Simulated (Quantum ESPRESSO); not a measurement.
**PtS2: zone-centre phonons under several settings**

```
Pt S
1.0
     3.54320    0.00000    0.00000
    -1.77160    3.06850    0.00000
     0.00000    0.00000    5.03880
Pt S
1 2
Cartesian
  0.0000 0.0000 0.0000
  1.7716 1.0228 3.8950
  0.0000 2.0457 1.1438
```

All runs used Quantum ESPRESSO 7.5; k mesh 4 × 4 × 2, shifted; relaxed cell; no spin polarisation; cutoff 612 eV; occupations smeared at first, fixed for the response.

```csv
level,potentials,volume (Å³/atom),pressure (GPa),lowest optical mode without the field (cm⁻¹),highest optical mode without the field (cm⁻¹)
LDA,GBRV 1.5 LDA,16.72,-0.1,314,338
PBE,GBRV 1.5 PBE,20.32,0.1,291,324
PBEsol,GBRV 1.5 PBEsol,17.36,-0.1,306,330
revPBE,GBRV 1.5 PBE,23.50,0.2,287,323
WC,GBRV 1.5 PBE,17.43,-0.1,304,329
PW91,GBRV 1.5 PBE,19.80,0.1,290,322
vdW-DF-cx,GBRV 1.5 PBE,?,0.0,?,?
```

Problem. What stands in the row left open?

Solution. Volume 17.47 Å³/atom; lowest optical mode without the field 303 cm⁻¹; highest optical mode without the field 331 cm⁻¹.

Caveats: all runs use coarse meshes; the layers were relaxed without a dispersion term, so their spacing and the soft interlayer modes are unreliable (some runs); the potentials were made for another functional, which shifts forces and pressure (some runs); this functional lacks dispersion, which binds the layers, so the pressure and a relaxed spacing across them are unreliable (some runs); the volume moved by over 15 % at a fixed basis, so the end points are rough (some runs); this functional lacks dispersion, which binds the layers, so the pressure and a relaxed spacing across them are unreliable, and here the layers came unbound (some runs).

For the row left open. Caveat: the k mesh is coarse (spacing up to 0.62 Å⁻¹), so the values aren't converged; the potentials were made for another functional, which shifts forces and pressure.
